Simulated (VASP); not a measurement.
Runs of VASP 6.6.1 on WC (Qusongite). The structure is hexagonal, space group P-6m2 (No. 187). The conventional cell has a = 2.907 Å, b = 2.907 Å, c = 2.837 Å, α = 90.00°, β = 90.00°, γ = 120.00°. W (site symmetry -6m2) is surrounded by 6 C at 2.20 Å. Around C (site symmetry -6m2) lie 6 W at 2.20 Å. 

```csv
task,level,potentials or basis,cell,k mesh,cutoff (eV),smearing,gap on the mesh (eV),pressure (GPa),relaxed volume (Å³/atom)
relaxation of cell and atoms,optB86b-vdW,"VASP PAW PBE potentials, release 64 (W_sv, C)",relaxed,10 × 10 × 9,600,fermi-dirac 0.05 eV,none,0.1,10.47
relaxation of cell and atoms,BEEF-vdW,"VASP PAW PBE potentials, release 64 (W_sv, C)",relaxed,10 × 10 × 9,600,fermi-dirac 0.05 eV,none,0.1,10.55
single point,PBE,"VASP PAW PBE potentials, release 64 (W_sv, C)",as given,10 × 10 × 9,520,gaussian 0.018 eV,none,6.7,-
relaxation of cell and atoms,PBE,"VASP PAW PBE potentials, release 54 (W_sv, C)",relaxed,10 × 10 × 9,600,fermi-dirac 0.05 eV,none,0.1,10.55
single point,PBE,"VASP PAW PBE potentials, release 64 (W_sv, C)",as given,10 × 10 × 9,520,gaussian 0.012 eV,none,6.7,-
relaxation of cell and atoms,RPBE+D3(BJ),"VASP PAW PBE potentials, release 64 (W_sv, C)",relaxed,10 × 10 × 9,600,fermi-dirac 0.05 eV,none,0.0,(a)
```

Alike in all rows: no spin polarisation.

Task: Fill in the values left out.

Result: (a) 9.61.

Caveats: the PAW data sets were made with another functional, which shifts forces and pressure a little (some runs); pairwise dispersion overbinds metals, which lowers pressure and volume (some runs).

A k mesh can miss the band edges, and the runs leave out spin-orbit coupling on W.

A gap of «none» marks a metal or a gap under the smearing width.

Not every run made on this cell is shown here.
